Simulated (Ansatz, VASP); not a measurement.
Yb in VASP and in Ansatz

```
CELL_PARAMETERS angstrom
3.37482 0.00000 0.00000
0.00000 3.37482 0.00000
0.00000 0.00000 3.37482
ATOMIC_POSITIONS crystal
Yb 0.00000 0.00000 0.00000
```

Alike in both runs: task single point; functional PBEsol; k mesh 11 × 11 × 11; occupations fermi-dirac, width 0.1 eV; no spin polarisation.

```csv
,VASP,Ansatz
version,VASP 6.6.1,Ansatz 0.2.0
potentials or method,"VASP PAW PBE potentials, release 64 (Yb)","plane waves (420 eV) with PAW, scalar-relativistic"
plane-wave cutoff (eV),520,420
valence electrons in the cell,24,24
```

|  | VASP | Ansatz | Ansatz less VASP |
| --- | --- | --- | --- |
| pressure (GPa) | -1.6 | -1.2 | +0.41 |

With one functional, cell and mesh, what is left measures potentials, basis and numerics. Ansatz warned: «pseudo_functional_mismatch».

Caveats: the PAW data sets were made with another functional, which shifts forces and pressure a little (VASP). The runs have no spin-orbit coupling, so splittings on Yb are missing. Spin polarisation is off, so any magnetic state and its effect on volume and gap are missing.
